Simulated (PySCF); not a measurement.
Atoms are numbered as in `[CH2:1]1[C@H:2]2[CH2:3][C@@H:4]12`; H(Xn) means a hydrogen on atom n. Ha(C3) is cis to C1 on the ring; Ha(C1) is cis to C3 on the ring; Hb(C3) is trans to C1 on the ring; Hb(C1) is trans to C3 on the ring.

Geometry: PBE0-D3(BJ)/def2-SVP; GIAO shifts from PySCF 2.14.0 with density-fitted response routines, gas phase, non-relativistic, averaged over equivalent atoms.

At PBE0/pcSseg-1 (98 basis functions, 8.6 s wall time on 1 thread of an x86-64 server CPU, shared host):
```
        atoms  δ (ppm)
        C1/C3     30.4
        C2/C4     -2.4
  H(C2)/H(C4)     1.41
Hb(C1)/Hb(C3)     1.24
Ha(C1)/Ha(C3)     0.40
```

δ = σ(ref) − σ, references computed at the same level: TMS for ¹³C (σref 184.41), ¹H (σref 31.27).

Problem. Estimate the result of repeating the calculation with PBE/pcSseg-2.

Solution. 
```json
{"atoms": "C1/C3", "δ at PBE/pcSseg-2": "32.1", "change": "+1.7"}
{"atoms": "C2/C4", "δ at PBE/pcSseg-2": "-1.2", "change": "+1.2"}
{"atoms": "H(C2)/H(C4)", "δ at PBE/pcSseg-2": "1.40", "change": "-0.01"}
{"atoms": "Hb(C1)/Hb(C3)", "δ at PBE/pcSseg-2": "1.39", "change": "+0.15"}
{"atoms": "Ha(C1)/Ha(C3)", "δ at PBE/pcSseg-2": "0.36", "change": "-0.04"}
```

δ = σ(ref) − σ, references computed at the same level: ¹³C (σref 179.39), ¹H (σref 31.18) against TMS.

The largest change is at C1/C3 (three-membered-ring carbon). Cost: 228 basis functions, 38 s wall time on 1 thread of an x86-64 server CPU, shared host.
